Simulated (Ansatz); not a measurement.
# Ta2Si: the cost of one run

Program: Ansatz 0.2.0. Level of theory: DFT PBEsol, scalar-relativistic, plane waves, PAW. These are calculated values, not measurements.

2 further runs of the same task are left out: 2 that didn't finish.

### Step 1. Starting point

The structure is tetragonal, space group I4/mcm (No. 140). Conventional cell: a = 6.137 Å, b = 6.137 Å, c = 5.040 Å, α = 90.00°, β = 90.00°, γ = 90.00°. Around Ta (site symmetry m2m) lie 4 Si at 2.62 Å and 3 Ta at 2.83 to 2.94 Å. Si (site symmetry 422) is surrounded by 2 Si at 2.52 Å and 8 Ta at 2.62 Å.

Coordinates:

```cif
data_structure
_symmetry_space_group_name_H-M 'P 1'
_symmetry_Int_Tables_number 1
_cell_length_a 5.0179
_cell_length_b 5.0179
_cell_length_c 5.0179
_cell_angle_alpha 104.607
_cell_angle_beta 104.607
_cell_angle_gamma 119.712
_cell_volume 94.90
loop_
_atom_site_label
_atom_site_type_symbol
_atom_site_fract_x
_atom_site_fract_y
_atom_site_fract_z
_atom_site_occupancy
Ta1 Ta 0.66307 0.83693 0.50000 1
Ta2 Ta 0.83693 0.33693 0.17387 1
Ta3 Ta 0.33693 0.16307 0.50000 1
Ta4 Ta 0.16307 0.66307 0.82613 1
Si1 Si 0.25000 0.25000 0.00000 1
Si2 Si 0.75000 0.75000 0.00000 1
```

It goes back to an entry of the Materials Project, which need not be the stable form.

It is the result of an earlier relaxation at this level (volume 15.82 Å³/atom; gap on the mesh: none (metal)).

### Step 2. Zero of energy

Reference values: F = -40472.6375 eV; pressure 0.00 GPa; largest force 0.007 eV/Å; gap on the mesh none (metal). It was computed beforehand with the settings of the runs below.

### Step 3. Next: a two-dimensional strain map

The cell is strained by p along both x and y and by q along z, with fractional coordinates fixed.

### Step 4. p = -0.080, q = -0.080

Input file input.yaml:

```yaml
crystal:
  lattice:
    - [-2.8229065819, 2.8229065819, 2.3183074125]
    - [2.8229065819, -2.8229065819, 2.3183074125]
    - [2.8229065819, 2.8229065819, -2.3183074125]
  atoms:
    - { symbol: Ta, position: [0.6630661939, 0.8369338061, 0.5] }
    - { symbol: Ta, position: [0.8369338061, 0.3369338061, 0.1738676123] }
    - { symbol: Ta, position: [0.3369338061, 0.1630661939, 0.5] }
    - { symbol: Ta, position: [0.1630661939, 0.6630661939, 0.8261323878] }
    - { symbol: Si, position: [0.25, 0.25, 0.0] }
    - { symbol: Si, position: [0.75, 0.75, 0.0] }
basis:
  ecutwfc: 420
kpoints:
  mp_grid: { grid: [12, 12, 12] }
hamiltonian:
  xc: pbesol
scf:
  occupations: { method: gaussian, width: 0.15 }
output:
  forces: true
  stress: true
  eigenvalues: true
  write_density: true
  write_potential: true
  elf: true
  volumetric_format: npy
```

Command:

```sh
ansatz run input.yaml --threads 2 --pin off --max-ram 5120MiB --backend cpu --events-out ev --progress --plain --runs-dir out
```

Q: Estimate wall time and peak memory on 2 threads of AMD EPYC 9R45 (Zen 5), shared host.

About 4.4 s, with a peak of 0.65 GiB.
